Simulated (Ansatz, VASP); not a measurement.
Two plane-wave programs on H16CO10

```
CELL_PARAMETERS angstrom
6.95619 0.00000 0.00000
0.00000 6.95619 0.00000
0.00000 0.00000 6.95619
ATOMIC_POSITIONS crystal
O 0.55959 0.88906 0.81145
O 0.02053 0.34155 0.11209
O 0.32931 0.07707 0.56801
O 0.96810 0.71828 0.30683
O 0.12583 0.76469 0.69198
O 0.62095 0.32061 0.12143
O 0.44341 0.52077 0.81444
O 0.28570 0.06324 0.16185
O 0.90579 0.39750 0.58493
O 0.91172 0.12065 0.77529
H 0.49598 0.96573 0.70759
H 0.68997 0.93927 0.81840
H 0.03356 0.45961 0.18761
H 0.88127 0.31343 0.11859
H 0.33247 0.06547 0.42742
H 0.24129 0.97091 0.60780
H 0.01621 0.82741 0.23161
H 0.83115 0.71153 0.27740
H 0.21153 0.66104 0.73538
H 0.05957 0.71501 0.57801
H 0.56250 0.39507 0.01510
H 0.52025 0.22642 0.15233
H 0.51005 0.64683 0.79760
H 0.46855 0.44610 0.69883
H 0.32861 0.00260 0.04277
H 0.18797 0.16402 0.12899
C 0.91210 0.25861 0.67913
```

Alike in both runs: functional PBE; dispersion D3(BJ); k mesh 1 × 1 × 1; occupations fermi-dirac, width 0.05 eV; no spin polarisation.

Ansatz relaxed the structure, and its values are those at the end. VASP's run is a single point on that final structure, the one shown.

```csv
,VASP,Ansatz
version,VASP 6.6.1,Ansatz 0.2.0
potentials or method,"VASP PAW PBE potentials, release 64 (O, H, C)","scalar-relativistic, plane waves, PAW"
plane-wave cutoff (eV),520,420
valence electrons in the cell,80,80
```

|  | VASP | Ansatz | Ansatz less VASP |
| --- | --- | --- | --- |
| gap on the k mesh at the Fermi level (eV) | 4.63 | 4.65 | +0.018 |
| rms of the force components (eV/Å) | 0.112 | 0.075 | -0.0370 |
| dispersion energy (meV/atom) | -31.2 | -31.2 | 0.00 |

Ansatz warned: «xc_potential_rough_in_thin_density».

Caveats: the standard files for N, O and F lose accuracy on very short bonds. A hybrid or GW would open this gap; PBE tends to underestimate it.
